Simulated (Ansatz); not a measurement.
# Ga2O3: from a guess to a relaxed structure

The task: take a trial cell of Ga2O3 to zero force and stress.

Computed with Ansatz 0.2.0 (DFT PBE, scalar-relativistic, plane waves, PAW, unless a step's input says otherwise).

## (1) The starting structure

It takes space group Imm2 (No. 44, orthorhombic). Conventional cell: a = 3.089 Å, b = 9.266 Å, c = 4.368 Å, α = 90.00°, β = 90.00°, γ = 90.00°. Ga (site symmetry m) is surrounded by 4 O at 1.89 Å. Around O (site symmetry m) lie 3 Ga at 1.89 Å. Around O (site symmetry mm2) lie 2 Ga at 1.89 Å.

Coordinates:

```xyz
5
Lattice="-1.5444 4.6332 2.1841 1.5444 -4.6332 2.1841 1.5444 4.6332 -2.1841" Properties=species:S:1:pos:R:3 pbc="T T T"
Ga    0.0000    6.1776    0.0000
Ga    0.0000    3.0888    0.0000
O     0.0000    1.5444    3.2762
O     1.5444    3.0888    1.0921
O     1.5444    0.0000    1.0921
```

A structure generator made this guess: ordered vacancies on the cation sites of zinc blende (Imm2, No. 44). The dimensions are guesses.

## (2) A first look at the guess

Input file input.yaml:

```yaml
crystal:
  lattice:
    - [-1.54440328, 4.63320985, 2.18411607]
    - [1.54440328, -4.63320985, 2.18411607]
    - [1.54440328, 4.63320985, -2.18411607]
  atoms:
    - { symbol: Ga, position: [0.66666667, 0.0, 0.66666667] }
    - { symbol: Ga, position: [0.33333333, 0.0, 0.33333333] }
    - { symbol: O, position: [0.91666667, 0.75, 0.16666667] }
    - { symbol: O, position: [0.58333333, 0.75, 0.83333333] }
    - { symbol: O, position: [0.25, 0.75, 0.5] }
basis:
  ecutwfc: 420
kpoints:
  mp_grid: { grid: [6, 6, 6] }
hamiltonian:
  xc: pbe
scf:
  occupations: { method: gaussian, width: 0.1 }
  lower_state_search: "off"
output:
  forces: true
  stress: true
  eigenvalues: true
```

Run with:

```
ansatz run input.yaml --threads 1 --pin off --max-ram 2560MiB --backend cpu --events-out ev --progress --plain --runs-dir out
```

Output (excerpt; [...] marks lines left out):

```text
Warning: RAYON_NUM_THREADS=1 ignored (pool sized by the plan → 1); use --threads N
[...]
Pseudopotentials: kind: paw
Pseudopotential: Ga, paw, valence charge 13, recommended cutoff 420 eV (normal), Ga.paw.azcp
Pseudopotential: O, paw, valence charge 6, recommended cutoff 420 eV (normal), O.paw.azcp
Functional definition: PBE
[...]
Crystal: 5 atoms, lattice volume = 62.514 Å³
Basis set: ecut = 420 eV, 1217 PW (Γ), FFT grids on a1+a2, a2+a3, a3, exchange–correlation on 60×48×72 points (8 copies of the dense FFT grid, shifted against one another)
Bands: 27, of which v1, the nominal top of the filled ones, is band 22 counted from 1 (21 counted from 0)
Symmetry: 4 space group operations
Space group: Imm2 (ITA 44), of the structure as read, at distance tolerance 4.0e-5 Å
k-points: 46 of 216 (time reversal used)
[...]
SCF iter   1: F=—  HF=-9268.921154 eV  |F-HF|=—  |Δ(HF+E_count)|=         —  Δρ=2.70e-3  dr2=3.74e-3  ethr=1.77e-3  ⟨swp⟩=5.0  Hψ=4919  notcnv=0
[...]
SCF iter   7: F=-9268.921459 eV  HF=-9268.921459 eV  |F-HF|=6.53e-8  |Δ(HF+E_count)|=   2.21e-7  Δρ=1.23e-5  dr2=6.63e-8  ethr=2.27e-10  ⟨swp⟩=8.0  Hψ=5593  notcnv=0
[...]
SCF converged after 7 iterations
Free energy (F): -9268.921459 eV
[...]
E sigma→0 (E₀):  -9268.921459 eV
Entropy (-TS):   -0.000000 eV (-0.000 meV/atom)
Fermi energy:    7.164383 eV
[...]
--- Forces (eV/Å), atoms counted from 1 ---
  atom   1  Ga     0.00000000    -2.10552893    -0.77985612
  atom   2  Ga    -0.00000000     2.10552893    -0.77985612
  atom   3  O     -0.00000000     0.87797834    -0.14825744
  atom   4  O      0.00000000    -0.87797834    -0.14825744
  atom   5  O     -0.00000000    -0.00000000     1.85623956
[...]
--- Stress (GPa, compression-positive) ---
        8.020149       0.000000      -0.000000
        0.000000      -6.021250       0.000000
       -0.000000       0.000000       1.757127
  P = ⅓ Tr σ = 1.2520 GPa (12.520 kbar)
--- Band table (eV; the first three rows and the last of 46) ---
  k-point 0: bands = ["-13.0911", "-12.3463", "-10.2877", "-7.5414", "-7.4974", "-7.4884", "-7.3234", "-7.2931", "-7.1987", "-7.1673", "-7.1456", "-6.6096", "-6.4383", "-0.2675", "1.3923", "2.5160", "2.6559", "2.9574", "3.7083", "5.2094", "5.5151", "6.7707", "7.4800", "12.1821", [...]
[...]
```

It took 5.5 s on 1 thread of Intel Xeon Platinum 8488C (Sapphire Rapids), shared host; peak memory 0.42 GiB.

Read-out: pressure 1.3 GPa, largest force 2.25 eV/Å, gap on this mesh 0.65 eV. A guess like this is first relaxed loosely on the coarse mesh.

## (3) Rough relaxation on the coarse mesh

Changes to input.yaml since step 2:

```diff
@@ -24 +24,6 @@
   eigenvalues: true
+relax:
+  adjacent_minimum: "off"
+  f_tol: 0.04
+  max_steps: 70
+  cell: { stress_tol: 0.4 }
```

Run with:

```
ansatz run input.yaml --threads 1 --pin off --max-ram 2560MiB --backend cpu --events-out ev --progress --plain --runs-dir out
```

Output:

```text
Warning: RAYON_NUM_THREADS=1 ignored (pool sized by the plan → 1); use --threads N
basis.fft_grid_basis auto: the FFT boxes are laid along the combinations [[1, 1, 0], [0, 1, 1], [0, 0, 1]] of the cell's own vectors, 4.368, 3.089 and 5.350 Å long. The dense box has 30×24×36 points. Along the cell's own vectors, as sized, it would have 36×36×36, 1.80 times as many. Of the 4 symmetry operations that the crystal satisfies within crystal.symmetry.tolerance (time reversal apart; of a slab, those that keep its plane) the dense box along the cell's own vectors carries 4, and the one as laid loses 3 of those. basis.fft_grid_basis: typed keeps the cell's own vectors: state it where this run's energies or levels are differenced outside the engine with another run's, or held beside a run that keeps those vectors.
Engine: ansatz 0.2.0, x86_64-unknown-linux-gnu
[... 4 set-up lines as earlier in the session ...]
  parameter kappa = 0.804
  parameter beta = 0.06672455060314922
  exchange = pbe_x(kappa = kappa, mu = beta*pi^2/3)
  correlation = pbe_c(beta = beta)
Crystal: 5 atoms, lattice volume = 62.514 Å³
Basis set: ecut = 420 eV, 1217 PW (Γ), FFT grids on a1+a2, a2+a3, a3, exchange–correlation on 60×48×72 points (8 copies of the dense FFT grid, shifted against one another)
Bands: 27, of which v1, the nominal top of the filled ones, is band 22 counted from 1 (21 counted from 0)
[... 2 set-up lines as earlier in the session ...]
k-points: 46 of 216 (time reversal used)
Non-local potential: Ga, projectors of the file, l = 0: 2, l = 1: 2, l = 2: 3, l = 3: 1
Non-local potential: O, projectors of the file, l = 0: 2, l = 1: 2, l = 2: 1
PAW form: soft (Blöchl's): semilocal exchange-correlation on the pseudo side does not see the compensation charge
PAW one-centre angular grid: Ga, 590 points (default); XC on 64 Gauss nodes
PAW one-centre angular grid: O, 110 points (default); XC on 64 Gauss nodes
Initial density: superposition of atomic densities (neutral atoms: chi_scale 0, normalization atom), corrected by the library's trained network
Initial wavefunctions: pseudopotential atomic-orbital guess
Functional: x = pbe(κ = 0.804, μ = 0.2195149727645171), c = pbe(β = 0.06672455060314922)
SCF iter   1: F=—  HF=-9268.921154 eV  |F-HF|=—  |Δ(HF+E_count)|=         —  Δρ=2.70e-3  dr2=3.74e-3  ethr=1.77e-3  ⟨swp⟩=5.0  Hψ=4919  notcnv=0
preconditioner: auto → Resta (q_TF=auto, 2.573 Å⁻¹)  ε∞=4.5  [insulator: Δε(μ)=0.696 eV  Ē_g=16.690 eV  σ=0.100 eV  W_gap=1.00  n_scr=18 (ndim 8)  ℏωp=31.2 eV  f_vac=0.063  D(μ)=0.00/eV (n_scr^D=0)  ε∞_Penn≈4.5]
SCF iter   2: F=—  HF=-9268.921341 eV  |F-HF|=—  |Δ(HF+E_count)|=   1.87e-4  Δρ=1.42e-3  dr2=6.99e-4  ethr=8.49e-6  ⟨swp⟩=2.1  Hψ=2485  notcnv=0
SCF iter   3: F=—  HF=-9268.921415 eV  |F-HF|=—  |Δ(HF+E_count)|=   7.37e-5  Δρ=6.41e-4  dr2=2.51e-4  ethr=1.59e-6  ⟨swp⟩=2.9  Hψ=2116  notcnv=0
SCF iter   4: F=—  HF=-9268.921457 eV  |F-HF|=—  |Δ(HF+E_count)|=   4.19e-5  Δρ=2.24e-4  dr2=3.04e-5  ethr=5.71e-7  ⟨swp⟩=2.0  Hψ=1597  notcnv=0
SCF iter   5: F=—  HF=-9268.921457 eV  |F-HF|=—  |Δ(HF+E_count)|=   2.05e-7  Δρ=9.39e-5  dr2=4.23e-6  ethr=6.91e-8  ⟨swp⟩=2.0  Hψ=2117  notcnv=0
SCF iter   6: F=—  HF=-9268.921459 eV  |F-HF|=—  |Δ(HF+E_count)|=   2.39e-6  Δρ=3.07e-5  dr2=5.19e-7  ethr=9.62e-9  ⟨swp⟩=2.0  Hψ=2057  notcnv=0
SCF iter   7: F=-9268.921459 eV  HF=-9268.921459 eV  |F-HF|=6.53e-8  |Δ(HF+E_count)|=   2.21e-7  Δρ=1.23e-5  dr2=6.63e-8  ethr=2.27e-10  ⟨swp⟩=8.0  Hψ=5593  notcnv=0
SCF 1 converged in 7 iterations: F = -9268.921459 eV  dr2 = 6.63e-8
relax step   1: F+E_penalty+E_count = -9268.92145947 eV  Δ(F+E_penalty+E_count) = +0.000e0 eV  max|allowed force component| = 2.106e0 eV/Å  Δτ_max = 0.0000 Å  P = +1.252 GPa  Ω = 62.514 Å³  (7 SCF iters, dr2 threshold 1.00e-7 eV, accepted)
Crystal: 5 atoms, lattice volume = 69.405 Å³
Basis set: ecut = 420 eV, 1363 PW (Γ), FFT grids on a1+a2, a2+a3, a3, exchange–correlation on 60×48×72 points (8 copies of the dense FFT grid, shifted against one another)
Initial density: handed on by an earlier stage of this run
Initial wavefunctions: those handed on with the density
iter 1 solved again at ethr=4.06e-4 eV; its pass at ethr=3.10e-3 eV (dr2=1.78e-1 eV) is discarded
SCF iter   1: F=—  HF=-9269.447796 eV  |F-HF|=—  |Δ(HF+E_count)|=         —  Δρ=2.97e-2  dr2=1.78e-1  ethr=4.06e-4  ⟨swp⟩=1.0  Hψ=7534  notcnv=0
preconditioner: auto → Resta (q_TF=auto, 2.529 Å⁻¹)  ε∞=4.2  [insulator: Δε(μ)=1.336 eV  Ē_g=16.467 eV  σ=0.100 eV  W_gap=1.00  n_scr=18 (ndim 8)  ℏωp=29.6 eV  f_vac=0.165  D(μ)=0.00/eV (n_scr^D=0)  ε∞_Penn≈4.2]
SCF iter   2: F=—  HF=-9269.421082 eV  |F-HF|=—  |Δ(HF+E_count)|=   2.67e-2  Δρ=1.38e-2  dr2=4.27e-2  ethr=4.05e-4  ⟨swp⟩=2.9  Hψ=2346  notcnv=0
SCF iter   3: F=—  HF=-9269.420154 eV  |F-HF|=—  |Δ(HF+E_count)|=   9.28e-4  Δρ=5.46e-3  dr2=9.70e-3  ethr=9.71e-5  ⟨swp⟩=2.7  Hψ=2394  notcnv=0  defer=1
SCF iter   4: F=—  HF=-9269.420337 eV  |F-HF|=—  |Δ(HF+E_count)|=   1.82e-4  Δρ=1.34e-3  dr2=1.20e-3  ethr=2.20e-5  ⟨swp⟩=2.6  Hψ=2345  notcnv=0  defer=1
SCF iter   5: F=—  HF=-9269.420513 eV  |F-HF|=—  |Δ(HF+E_count)|=   1.76e-4  Δρ=8.12e-4  dr2=3.70e-4  ethr=2.72e-6  ⟨swp⟩=2.0  Hψ=1707  notcnv=0  defer=1
SCF iter   6: F=—  HF=-9269.420566 eV  |F-HF|=—  |Δ(HF+E_count)|=   5.35e-5  Δρ=1.52e-4  dr2=1.60e-5  ethr=8.40e-7  ⟨swp⟩=2.3  Hψ=1779  notcnv=0  defer=1
SCF iter   7: F=—  HF=-9269.420583 eV  |F-HF|=—  |Δ(HF+E_count)|=   1.66e-5  Δρ=8.68e-5  dr2=3.85e-6  ethr=3.63e-8  ⟨swp⟩=2.0  Hψ=2178  notcnv=0  defer=1
SCF iter   8: F=-9269.420585 eV  HF=-9269.420584 eV  |F-HF|=5.61e-7  |Δ(HF+E_count)|=   1.39e-6  Δρ=2.57e-5  dr2=4.57e-7  ethr=1.14e-9  ⟨swp⟩=7.7  Hψ=6642  notcnv=0
SCF 2 converged in 8 iterations: F = -9269.420585 eV  dr2 = 4.57e-7
relax step   2: F+E_penalty+E_count = -9269.42058476 eV  Δ(F+E_penalty+E_count) = -4.991e-1 eV  max|allowed force component| = 1.160e0 eV/Å  Δτ_max = 0.1894 Å  P = -3.691 GPa  Ω = 69.405 Å³  energy of the carried Pulay correction = -2.732e-2 eV  (8 SCF iters, dr2 threshold 5.00e-7 eV, accepted)
Crystal: 5 atoms, lattice volume = 71.361 Å³
Basis set: ecut = 420 eV, 1399 PW (Γ), FFT grids on a1+a2, a2+a3, a3, exchange–correlation on 60×48×72 points (8 copies of the dense FFT grid, shifted against one another)
iter 1 solved again at ethr=3.19e-4 eV; its pass at ethr=3.10e-3 eV (dr2=1.40e-1 eV) is discarded
SCF iter   1: F=—  HF=-9269.587981 eV  |F-HF|=—  |Δ(HF+E_count)|=         —  Δρ=2.51e-2  dr2=1.41e-1  ethr=3.19e-4  ⟨swp⟩=1.1  Hψ=7597  notcnv=0
preconditioner: auto → Resta (q_TF=auto, 2.517 Å⁻¹)  ε∞=4.0  [insulator: Δε(μ)=1.859 eV  Ē_g=16.742 eV  σ=0.100 eV  W_gap=1.00  n_scr=18 (ndim 8)  ℏωp=29.2 eV  f_vac=0.187  D(μ)=0.00/eV (n_scr^D=0)  ε∞_Penn≈4.0]
SCF iter   2: F=—  HF=-9269.564298 eV  |F-HF|=—  |Δ(HF+E_count)|=   2.37e-2  Δρ=1.14e-2  dr2=3.01e-2  ethr=3.19e-4  ⟨swp⟩=2.0  Hψ=1781  notcnv=0
SCF iter   3: F=—  HF=-9269.563394 eV  |F-HF|=—  |Δ(HF+E_count)|=   9.04e-4  Δρ=4.39e-3  dr2=6.51e-3  ethr=6.85e-5  ⟨swp⟩=2.6  Hψ=2281  notcnv=0
SCF iter   4: F=—  HF=-9269.563357 eV  |F-HF|=—  |Δ(HF+E_count)|=   3.78e-5  Δρ=1.22e-3  dr2=1.34e-3  ethr=1.48e-5  ⟨swp⟩=2.5  Hψ=2404  notcnv=0
SCF iter   5: F=—  HF=-9269.563220 eV  |F-HF|=—  |Δ(HF+E_count)|=   1.37e-4  Δρ=5.82e-4  dr2=2.52e-4  ethr=3.05e-6  ⟨swp⟩=2.0  Hψ=1621  notcnv=0
SCF iter   6: F=—  HF=-9269.563283 eV  |F-HF|=—  |Δ(HF+E_count)|=   6.32e-5  Δρ=1.43e-4  dr2=2.37e-5  ethr=5.72e-7  ⟨swp⟩=2.0  Hψ=1692  notcnv=0
SCF iter   7: F=—  HF=-9269.563298 eV  |F-HF|=—  |Δ(HF+E_count)|=   1.51e-5  Δρ=7.89e-5  dr2=4.62e-6  ethr=5.38e-8  ⟨swp⟩=2.0  Hψ=2105  notcnv=0
SCF iter   8: F=-9269.563299 eV  HF=-9269.563298 eV  |F-HF|=6.36e-7  |Δ(HF+E_count)|=   1.42e-7  Δρ=2.52e-5  dr2=4.41e-7  ethr=1.14e-9  ⟨swp⟩=7.1  Hψ=6810  notcnv=0
SCF 3 converged in 8 iterations: F = -9269.563299 eV  dr2 = 4.41e-7
relax step   3: F+E_penalty+E_count = -9269.56329887 eV  Δ(F+E_penalty+E_count) = -1.427e-1 eV  max|allowed force component| = 4.528e-1 eV/Å  Δτ_max = 0.1416 Å  P = -0.991 GPa  Ω = 71.361 Å³  energy of the carried Pulay correction = -3.456e-2 eV  (8 SCF iters, dr2 threshold 5.00e-7 eV, accepted)
[... 13 lines left out ...]
relax step   4: F+E_penalty+E_count = -9269.58878256 eV  Δ(F+E_penalty+E_count) = -2.548e-2 eV  max|allowed force component| = 1.269e-1 eV/Å  Δτ_max = 0.0418 Å  P = +0.292 GPa  Ω = 71.438 Å³  energy of the carried Pulay correction = -3.484e-2 eV  (8 SCF iters, dr2 threshold 5.00e-7 eV, accepted)
[... 11 lines left out ...]
relax step   5: F+E_penalty+E_count = -9269.58889509 eV  Δ(F+E_penalty+E_count) = -1.125e-4 eV  max|allowed force component| = 4.101e-2 eV/Å  Δτ_max = 0.0253 Å  P = -0.198 GPa  Ω = 72.152 Å³  energy of the carried Pulay correction = -3.743e-2 eV  (6 SCF iters, dr2 threshold 5.00e-7 eV, accepted)
[... 11 lines left out ...]
relax step   6: F+E_penalty+E_count = -9269.58874756 eV  Δ(F+E_penalty+E_count) = +1.475e-4 eV  max|allowed force component| = 1.308e-2 eV/Å  Δτ_max = 0.0079 Å  P = -0.027 GPa  Ω = 72.262 Å³  energy of the carried Pulay correction = -3.783e-2 eV  (6 SCF iters, dr2 threshold 4.80e-7 eV, accepted)
[... 12 lines left out ...]
relax step   7: F+E_penalty+E_count = -9269.66776086 eV  Δ(F+E_penalty+E_count) = -7.901e-2 eV  max|allowed force component| = 2.035e-2 eV/Å  Δτ_max = 0.0000 Å  P = +1.476 GPa  Ω = 72.262 Å³  stress off target by 1.84e0 GPa  SCF on the basis re-selected at this cell (its energy is not comparable with the rows above)  (7 SCF iters)
[... 13 lines left out ...]
relax step   8: F+E_penalty+E_count = -9269.67255504 eV  Δ(F+E_penalty+E_count) = -4.794e-3 eV  max|allowed force component| = 2.068e-2 eV/Å  Δτ_max = 0.0626 Å  P = +0.081 GPa  Ω = 74.299 Å³  energy of the carried Pulay correction = -7.050e-3 eV  (7 SCF iters, dr2 threshold 5.00e-7 eV, accepted)
iter 1 solved again at ethr=1.27e-7 eV; its pass at ethr=3.10e-3 eV (dr2=5.57e-5 eV) is discarded
SCF iter   1: F=—  HF=-9269.675278 eV  |F-HF|=—  |Δ(HF+E_count)|=         —  Δρ=5.40e-4  dr2=1.16e-5  ethr=1.27e-7  ⟨swp⟩=3.2  Hψ=8424  notcnv=0
preconditioner: auto → Resta (q_TF=auto, 2.500 Å⁻¹)  ε∞=3.9  [insulator: Δε(μ)=1.635 eV  Ē_g=16.769 eV  σ=0.100 eV  W_gap=1.00  n_scr=18 (ndim 8)  ℏωp=28.6 eV  f_vac=0.217  D(μ)=0.00/eV (n_scr^D=0)  ε∞_Penn≈3.9]
SCF iter   2: F=—  HF=-9269.679295 eV  |F-HF|=—  |Δ(HF+E_count)|=   4.02e-3  Δρ=2.71e-4  dr2=3.94e-6  ethr=2.63e-8  ⟨swp⟩=2.2  Hψ=2261  notcnv=0
SCF iter   3: F=—  HF=-9269.680691 eV  |F-HF|=—  |Δ(HF+E_count)|=   1.40e-3  Δρ=1.07e-4  dr2=4.57e-7  ethr=8.95e-9  ⟨swp⟩=2.0  Hψ=1640  notcnv=0
SCF iter   4: F=—  HF=-9269.680955 eV  |F-HF|=—  |Δ(HF+E_count)|=   2.64e-4  Δρ=8.03e-6  dr2=2.71e-8  ethr=1.04e-9  ⟨swp⟩=2.0  Hψ=2254  notcnv=0
SCF iter   5: F=—  HF=-9269.680955 eV  |F-HF|=—  |Δ(HF+E_count)|=   1.56e-7  Δρ=2.92e-6  dr2=4.76e-9  ethr=6.17e-11  ⟨swp⟩=2.0  Hψ=2154  notcnv=0
SCF iter   6: F=-9269.680955 eV  HF=-9269.680955 eV  |F-HF|=4.00e-11  |Δ(HF+E_count)|=   1.02e-7  Δρ=1.44e-6  dr2=1.78e-9  ethr=7.27e-12  ⟨swp⟩=4.5  Hψ=4409  notcnv=0
SCF 9 converged in 6 iterations: F = -9269.680955 eV  dr2 = 1.78e-9
relax step   9: F+E_penalty+E_count = -9269.68095503 eV  Δ(F+E_penalty+E_count) = -8.400e-3 eV  max|allowed force component| = 2.158e-2 eV/Å  Δτ_max = 0.0000 Å  P = +0.260 GPa  Ω = 74.299 Å³  stress off target by 3.90e-1 GPa  SCF on the basis re-selected at this cell (its energy is not comparable with the rows above)  (6 SCF iters)
basis re-selected at this cell: Δ(F+E_penalty+E_count) = -8.400e-3 eV, ΔP = +0.178 GPa vs the last step (what re-selecting the basis moved, of the pressure what is left beyond the Pulay correction that the steps carried, after the strain that the cell walked since its last selection, with what the two solves' SCF thresholds leave and, on support functions, any second-order correction that the steps lacked; it is no measure of the basis error at this ecutwfc). This SCF's stress stands 3.90e-1 GPa from its target on what of the cell is left free (relax.cell.stress_tol is 4.00e-1 GPa) and its largest allowed force component is 2.16e-2 eV/Å (relax.f_tol is 4.00e-2 eV/Å): within both
SCF converged after 6 iterations
Free energy (F): -9269.680955 eV
Harris-Foulkes:  -9269.680955 eV  (|F-HF|=4.00e-11)
Internal energy: -9269.680955 eV  (E = F + TS)
E sigma→0 (E₀):  -9269.680955 eV
Fermi energy:    5.042663 eV
--- Per-component energies (eV) ---
  E_band       = -241.209330
  E_kinetic    = 754.603299
  E_local      = -6044.153793  (includes V_loc(G=0)·N_el)
  E_nonlocal   = 1008.576090
  E_hartree    = 2694.650724
  E_xc         = -354.687592
  E_vxc        = -392.670959  (∫ρ·V_xc dr)
  E_paw        = -4468.311997  (= ΣΔE_a)
  E_vpaw       = -956.874333  (= ΣTr[D̂ρ^β])
  E_aug_tail   = 0.007141  (compensation charges beyond the density's cutoff)
  E_ewald      = -2860.364827
  E_smearing   = -0.000000  (= −TS)
  E_closure    = 0.000000  (closes the sum)
  Σ components = -9269.680955   (vs F -9269.680955, Δ=0.00e0)
--- Forces (eV/Å), atoms counted from 1 ---
  atom   1  Ga     0.00000000    -0.02157655    -0.00372292
  atom   2  Ga     0.00000000     0.02157655    -0.00372292
  atom   3  O      0.00000000     0.00976799    -0.00444099
  atom   4  O      0.00000000    -0.00976799    -0.00444099
  atom   5  O      0.00000000     0.00000000     0.01634669
  max |Σ_I F_I| component: 1.89e-5 eV/Å
--- Stress (GPa, compression-positive) ---
        0.308557       0.000000       0.000000
        0.000000       0.079957       0.000000
        0.000000       0.000000       0.390170
  P = ⅓ Tr σ = 0.2596 GPa (2.596 kbar)
--- Band table (eV; the first three rows and the last of 46) ---
  k-point 0: bands = ["-14.6226", "-13.8933", "-12.9848", "-9.3334", "-9.3205", "-9.2701", "-9.1447", "-9.0537", "-8.9952", "-8.9466", "-8.9414", "-8.3365", "-8.1980", "-3.0895", "0.4646", "0.4685", "0.7227", "1.8510", "2.7112", "2.8922", "3.1421", "4.1333", "5.8583", "9.6207", "11.5952", "12.9318", "13.0151"]
  k-point 1: bands = ["-14.5001", "-13.8743", "-12.9603", "-9.3035", "-9.2946", "-9.1955", "-9.1391", "-9.0562", "-8.9962", "-8.9583", "-8.9453", "-8.3037", "-8.2009", "-2.8968", "0.0590", "0.4926", "0.5714", "0.8261", "2.5825", "2.7776", "3.2224", "3.6759", "6.9919", "10.5942", "11.7026", "12.6454", "13.8808"]
  k-point 2: bands = ["-14.2189", "-13.8657", "-12.9109", "-9.2317", "-9.1978", "-9.1106", "-9.1038", "-9.0695", "-8.9752", "-8.9537", "-8.8888", "-8.3080", "-8.2312", "-2.5699", "-0.9969", "-0.5732", "0.4338", "0.9438", "2.3543", "2.4894", "3.0488", "3.2836", "8.8784", "10.9899", "12.1837", "12.4783", "13.0430"]
  k-point 45: bands = ["-14.5555", "-13.9145", "-13.0277", "-9.3114", "-9.2605", "-9.1666", "-9.1378", "-9.1273", "-8.9679", "-8.9275", "-8.9050", "-8.6555", "-8.3597", "-1.8763", "-0.1381", "0.6074", "0.9773", "1.2720", "1.9396", "2.8526", "2.9505", "4.2232", "7.4735", "9.0323", "10.5380", "12.7330", "14.3395"]
--- Relaxed structure (7 steps of the walk, 7 accepted, 2 SCFs on fresh bases) ---
  F+E_penalty+E_count = -9269.68095503 eV   max|allowed force component| = 2.158e-2 eV/Å   (the final SCF, on the basis selected at the relaxed cell)
  cell:  # Å, volume = 74.2985 Å³
    - [-1.5818103729097044, 5.000939073272676, 2.3480873314581494]
    - [1.5818103729097044, -5.000939073272676, 2.3480873314581494]
    - [1.5818103729097044, 5.000939073272676, -2.3480873314581494]
  atoms:
    - { symbol: Ga, position: [0.664896446667607, 0.0018116335822951936, 0.6630848130853119] }
    - { symbol: Ga, position: [0.3387268204969835, 0.0018116335822951964, 0.3369151869146883] }
    - { symbol: O, position: [0.908273069175751, 0.699642715324076, 0.2086303538516751] }
    - { symbol: O, position: [0.49101236147240085, 0.6996427153240761, 0.7913696461483251] }
    - { symbol: O, position: [0.3470913021872577, 0.8470913021872578, 0.5000000000000001] }
```

Wall time 56 s (1 thread of Intel Xeon Platinum 8488C (Sapphire Rapids), shared host); peak memory 0.45 GiB.

The steps of the relaxation:

| step | E - E(step 1) (eV/cell) | largest force component (eV/Å) | pressure (GPa) | volume (Å³) |
| --- | --- | --- | --- | --- |
| 1 | 0.0000 | 2.1055 | 1.25 | 62.51 |
| 2 | -0.4991 | 1.1600 | -3.69 | 69.40 |
| 3 | -0.6418 | 0.4528 | -0.99 | 71.36 |
| 4 | -0.6673 | 0.1269 | 0.29 | 71.44 |
| 5 | -0.6674 | 0.0410 | -0.20 | 72.15 |
| 6 | -0.6673 | 0.0131 | -0.03 | 72.26 |
| 7 | -0.7463 | 0.0204 | 1.48 | 72.26 |
| 8 | -0.7511 | 0.0207 | 0.08 | 74.30 |
| 9 | -0.7595 | 0.0216 | 0.26 | 74.30 |

Step 1 is the start. Steps 7, 9 each repeat the geometry before them on a plane-wave basis chosen anew, so the energy can jump there without any move.

Lengths and angles in the start's conventional setting:

|  | before | after | change |
| --- | --- | --- | --- |
| a (Å) | 3.089 | 3.164 | +2.4 % |
| b (Å) | 9.266 | 10.002 | +7.9 % |
| c (Å) | 4.368 | 4.696 | +7.5 % |
| volume (Å³/atom) | 12.50 | 14.86 | +18.9 % |
| shortest distance (Å) | 1.891 | 1.786 | -5.6 % |
| space group (0.01 Å) | Imm2 | Imm2 | same |

Forces and stress were held to the start's 4 operations: a distortion of lower symmetry was not tested.

(Part 1 of 2 ends here.)
